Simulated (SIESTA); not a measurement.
Crystal: TiCo.

```
Co Ti
1.0
     2.98611    0.00000    0.00000
     0.00000    2.98611    0.00000
     0.00000    0.00000    2.98611
Co Ti
1 1
Direct
  0.50000 0.50000 0.50000
  0.00000 0.00000 0.00000
```

The cell comes from a database or a generator and needn't be the stable form of this composition.

```yaml
Program: SIESTA 5.4.2
Task: relaxation of cell and atoms
Functional: PBEsol
Potentials_or_basis: PseudoDojo 0.4 standard (PBEsol files)
Basis: DZP (energy shift 0.003 Ry; two zetas on semicore shells)
Grid_cutoff: 800 Ry
Energy_shift: 0.003 Ry
k_mesh: 7 × 7 × 7
Occupations: fermi-dirac, width 0.05 eV
Spin: collinear spin, ferromagnetic start
Starting_moments: "[2.0, 1.0] μB"
```

At the start: pressure -8.5 GPa; volume 13.31 Å³/atom.

Problem. Where does the relaxation end?

Solution. Over 8 steps the energy falls by 18.3 meV/atom and the volume is 12.68 Å³/atom (-4.8 %); space group Pm-3m (No. 221, to 0.05 Å); moment 0.76 μB per cell.

The path:
| step | energy change (eV) | largest force (eV/Å) | pressure (GPa) | volume (Å³) |
| --- | --- | --- | --- | --- |
| 1 | 0.0000 | 0.0000 | -8.49 | 26.63 |
| 2 | -0.0047 | 0.0000 | -8.00 | 26.53 |
| 3 | -0.0351 | 0.0000 | 1.79 | 25.14 |
| 4 | -0.0360 | 0.0000 | -1.06 | 25.47 |
| 5 | -0.0363 | 0.0000 | 0.65 | 25.28 |
| 6 | -0.0363 | 0.0000 | -0.31 | 25.39 |
| 7 | -0.0365 | 0.0000 | 0.07 | 25.34 |
| 8 | -0.0365 | 0.0000 | -0.04 | 25.35 |

Final structure:
```xyz
2
Lattice="2.9376 0.0000 0.0000 0.0000 2.9376 0.0000 0.0000 0.0000 2.9376" Properties=species:S:1:pos:R:3 pbc="T T T"
Co    1.4688    1.4688    1.4688
Ti    0.0000    0.0000    0.0000
```

Caveat: short orbitals over semicore shells can move pressures by several GPa; the basis of atomic orbitals isn't converged, which shifts pressures, moduli and gaps.
